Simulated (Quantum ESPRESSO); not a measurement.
Crystal: Sn.

```
Sn
1.0
    -1.72654    1.77555    2.33834
     1.72654   -1.77555    2.33834
     1.72654    1.77555   -2.33834
Sn
1
Direct
  0.00000 0.00000 0.00000
```

This isn't the form of Sn at room conditions, which is tetragonal (white tin).

Base run:

| Property | Result |
| --- | --- |
| Program | Quantum ESPRESSO 7.5 |
| Functional | SCAN |
| Potentials or basis | SG15 PBE 1.2 |
| Cutoff | 952 eV |
| Density cutoff | 3810 eV |
| k mesh | 11 × 11 × 11 |
| Occupations | fermi-dirac, width 0.05 eV |
| Spin | no spin polarisation |

Its results: band gap on the k mesh none (metal or under the smearing width); pressure -3.8 GPa.

Task: After a change of settings the same cell gave: band gap on the k mesh none (metal or under the smearing width); pressure -1.0 GPa. Which change was it?
A. functional from SCAN to AM05
B. functional from SCAN to LDA
C. functional from SCAN to revTPSS
D. functional from SCAN to PBE

Result: D.

Caveats: spin-orbit coupling is left out, which moves the levels of the heavy elements; the potentials were made for another functional, which shifts forces and pressure (some runs).
